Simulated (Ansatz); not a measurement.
Geometry optimisation in Ansatz: input, command and trajectory.

```yaml
crystal:
  lattice:
    - [2.9599003036, 0.0, 0.0]
    - [-1.4799501518, 2.5633488556, 0.0]
    - [0.0, 0.0, 4.9908908639]
  atoms:
    - { symbol: Ti, position: [0.0, 0.0, 0.0] }
    - { symbol: O, position: [0.6666666667, 0.3333333333, 0.8080500877] }
    - { symbol: O, position: [0.3333333333, 0.6666666667, 0.1919499123] }
basis:
  ecutwfc: 420
kpoints:
  mp_grid: { grid: [12, 12, 6] }
hamiltonian:
  xc: pbesol
scf:
  occupations: { method: gaussian, width: 0.02 }
output:
  forces: true
  stress: true
  eigenvalues: true
relax:
  adjacent_minimum: "off"
  f_tol: 0.01
  max_steps: 60
  cell: { stress_tol: 0.1 }
```

```bash
ansatz run input.yaml --threads 1 --pin off --max-ram 2560MiB --backend cpu --events-out ev --progress --plain --runs-dir out
```

Computed with DFT PBEsol, scalar-relativistic, plane waves, PAW (Ansatz).

Of 6 frames 6 are shown, positions in Å and forces in eV/Å; the SCF threshold varies from step to step. Steps run on the plane waves of an earlier cell, with a Pulay correction in the pressure. The basis is chosen afresh for the last frame, the zero of the energies, and at times for earlier ones too; energy and pressure step there, also at an unchanged geometry.

```xyz
3
Lattice="2.9599 0.0000 0.0000 -1.4800 2.5633 0.0000 0.0000 0.0000 4.9909" Properties=species:S:1:pos:R:3:forces:R:3 pbc="T T T" step=1 free_energy_over_end_meV_per_atom=0.11 pressure_GPa=0.08
Ti    0.0000    0.0000    0.0000    0.0000    0.0000    0.0000
O     1.4800    0.8545    4.0329    0.0000    0.0000   -0.0316
O     0.0000    1.7089    0.9580    0.0000    0.0000    0.0316
3
Lattice="2.9577 0.0000 0.0000 -1.4789 2.5615 0.0000 0.0000 0.0000 5.0030" Properties=species:S:1:pos:R:3:forces:R:3 pbc="T T T" step=2 free_energy_over_end_meV_per_atom=0.12 pressure_GPa=0.07
Ti    0.0000    0.0000    0.0000    0.0000    0.0000    0.0000
O     1.4789    0.8538    4.0424    0.0000    0.0000    0.0020
O     0.0000    1.7076    0.9606    0.0000    0.0000   -0.0020
3
Lattice="2.9577 0.0000 0.0000 -1.4789 2.5615 0.0000 0.0000 0.0000 5.0030" Properties=species:S:1:pos:R:3:forces:R:3 pbc="T T T" step=3 free_energy_over_end_meV_per_atom=0.06 pressure_GPa=0.08
Ti    0.0000    0.0000    0.0000    0.0000    0.0000    0.0000
O     1.4789    0.8538    4.0424    0.0000    0.0000    0.0022
O     0.0000    1.7076    0.9606    0.0000    0.0000   -0.0022
3
Lattice="2.9578 0.0000 0.0000 -1.4789 2.5615 0.0000 0.0000 0.0000 5.0204" Properties=species:S:1:pos:R:3:forces:R:3 pbc="T T T" step=4 free_energy_over_end_meV_per_atom=0.22 pressure_GPa=0.02
Ti    0.0000    0.0000    0.0000    0.0000    0.0000    0.0000
O     1.4789    0.8538    4.0596    0.0000    0.0000    0.0059
O     0.0000    1.7077    0.9608    0.0000    0.0000   -0.0059
3
Lattice="2.9581 0.0000 0.0000 -1.4791 2.5618 0.0000 0.0000 0.0000 5.0438" Properties=species:S:1:pos:R:3:forces:R:3 pbc="T T T" step=5 free_energy_over_end_meV_per_atom=0.48 pressure_GPa=-0.01
Ti    0.0000    0.0000    0.0000    0.0000    0.0000    0.0000
O     1.4791    0.8539    4.0834    0.0000    0.0000    0.0010
O     0.0000    1.7079    0.9604    0.0000    0.0000   -0.0010
3
Lattice="2.9581 0.0000 0.0000 -1.4791 2.5618 0.0000 0.0000 0.0000 5.0438" Properties=species:S:1:pos:R:3:forces:R:3 pbc="T T T" step=6 free_energy_over_end_meV_per_atom=0.00 pressure_GPa=0.03
Ti    0.0000    0.0000    0.0000    0.0000    0.0000    0.0000
O     1.4791    0.8539    4.0834    0.0000    0.0000    0.0011
O     0.0000    1.7079    0.9604    0.0000    0.0000   -0.0011
```

The run took 32 s on 1 thread of Intel(R) Xeon(R) Platinum 8175M CPU @ 2.50GHz (Skylake/Cascade Lake) (shared host), peak memory 0.42 GiB.

The cell holds layers, and where no dispersion correction was added their binding is poorly described.